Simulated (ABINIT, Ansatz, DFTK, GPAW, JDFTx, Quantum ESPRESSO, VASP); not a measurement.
**Si2W: 8 runs at one level of theory**

```
W Si
1.0
    -1.60690    1.60690    3.91495
     1.60690   -1.60690    3.91495
     1.60690    1.60690   -3.91495
W Si
1 2
Direct
  0.00000 0.00000 0.00000
  0.66530 0.66530 0.00000
  0.33470 0.33470 0.00000
```

Alike in all runs: task single point; functional PBE; k mesh 12 × 12 × 12; occupations fermi-dirac, width 0.05 eV; no spin polarisation; no spin-orbit coupling. Pressure is positive in compression and, in plane waves, holds the error of the finite cutoff, which Ansatz's Pulay term estimates and takes out.

| program and potentials | plane-wave cutoff (eV) | notes | band gap (eV) | pressure (GPa) | largest force (eV/Å) |
| --- | --- | --- | --- | --- | --- |
| JDFTx, PseudoDojo-SR-PBE-0.5-standard | 1007 | - | no gap | 3.33 | 0.078 |
| DFTK, PseudoDojo SR PBE 0.4.1 standard (PBE) | 1007 | - | no gap | 3.33 | 0.078 |
| VASP, PBE PAW files Si, W_sv, 520 eV | 520 | - | no gap | 3.39 | 0.078 |
| Ansatz, Ansatz PAW (earlier soft set) | 420 | - | ? | ? | ? |
| ABINIT, JTH PAW PBE v2.0 | 435 | - | no gap | 2.95 | 0.079 |
| Ansatz, all-electron LAPW, scalar-relativistic | - | - | no gap | 3.26 | 0.073 |
| Quantum ESPRESSO, SSSP 1.3 efficiency PBE | 748 | - | no gap | 3.45 | 0.081 |
| GPAW, GPAW PAW data sets (gpaw-data 1.2.1) | 600 | - | no gap | 3.98 | 0.088 |

**Question.** Estimate from the other rows what the run with Ansatz, Ansatz PAW (earlier soft set) gave.

**Answer.** No band gap; pressure 3.35 GPa; largest force 0.077 eV/Å. Its pressure holds a Pulay term of +0.04 GPa. The other rows, which needn't bracket it: pressure 2.95 to 3.98; largest force 0.073 to 0.088.
